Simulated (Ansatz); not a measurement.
## Relaxation path: hcp Lu (10-10), 2 layers

DFT, LDA, PAW with Ansatz's default frozen-core files, scalar-relativistic (Ansatz 0.2.0); a Γ-centred 10×6×1 k mesh, Fermi–Dirac smearing of 0.1 eV, no spin polarisation. The run relaxes the atoms in the fixed cell.

Command: `ansatz run input.yaml --threads 1 --pin off --max-ram 3584MiB --backend cpu --events-out ev --progress --plain --runs-dir out` It took 73 s on 1 thread of Arm Neoverse V2, with other jobs on the host, peak memory 0.48 GiB.

```yaml
crystal:
  lattice:
    - [3.3814515086, 0.0, 0.0]
    - [0.0, 5.2578745098, 0.0]
    - [0.0, 0.0, 16.9761]
  atoms:
    - { symbol: Lu, position: [0.75, 0.75, 0.4712495519] }
    - { symbol: Lu, position: [0.25, 0.25, 0.5287504481] }
kpoints:
  mp_grid: { grid: [10, 6, 1] }
scf:
  occupations: { method: fermi_dirac, width: 0.1 }
hamiltonian:
  xc: lda
  pseudopotentials: { kind: paw }
output:
  forces: true
  stress: true
  eigenvalues: true
relax:
  f_tol: 0.01
  max_steps: 40
efield:
  axis: 3
  amplitude: 0
  dipole_correction: true
```

Each step lists its free energy a cell above the last geometry, and Cartesian positions (Å) with forces (eV/Å).

The first step:

```
step 1  dF = 36.67 meV
  Lu 2.5361 3.9434 8.0000   0.0000 0.0000 -0.3125
  Lu 0.8454 1.3145 8.9761   0.0000 0.0000 0.3125
```

Spin–orbit coupling is left out, which matters for the heavy atoms. The PAW files were made under PBE. The cell is 1×1, so reconstructions are forbidden, and in slabs of four or five layers the relaxations can be far larger than at a real surface.

Question: Where does the relaxation end, and by which steps?

Answer: After 4 geometries, with a shortest distance of 3.348 Å. The further steps:
```
step 2  dF = 7.36 meV
  Lu 2.5361 3.9434 7.8392   0.0000 0.0000 0.1500
  Lu 0.8454 1.3145 9.1369   0.0000 0.0000 -0.1501
step 3  dF = 0.14 meV
  Lu 2.5361 3.9434 7.8948   0.0000 0.0000 -0.0208
  Lu 0.8454 1.3145 9.0813   0.0000 0.0000 0.0208
step 4  dF = 0.00 meV
  Lu 2.5361 3.9434 7.8878   0.0000 0.0000 0.0007
  Lu 0.8454 1.3145 9.0883   0.0000 0.0000 -0.0007
```
